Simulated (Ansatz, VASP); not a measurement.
## In: VASP beside Ansatz

```
CELL_PARAMETERS angstrom
0.00000 2.39765 2.39765
2.39765 0.00000 2.39765
2.39765 2.39765 0.00000
ATOMIC_POSITIONS crystal
In 0.00000 0.00000 0.00000
```

Alike in both runs: task single point; functional PBE; k mesh 16 × 16 × 16; occupations gaussian, width 0.05 eV; no spin polarisation.

```csv
,VASP,Ansatz
version,VASP 6.6.1,Ansatz 0.2.0
potentials or method,"VASP PAW PBE potentials, release 64 (In_d)","scalar-relativistic, plane waves, PAW"
plane-wave cutoff (eV),520,420
valence electrons in the cell,13,13
```

```tsv
	VASP	Ansatz	Ansatz less VASP
gap on the k mesh at the Fermi level (eV)	none	none	-
pressure (GPa)	-0.1	0.0	+0.07
```

A gap of «none» marks a metal or a gap that the smearing closes.
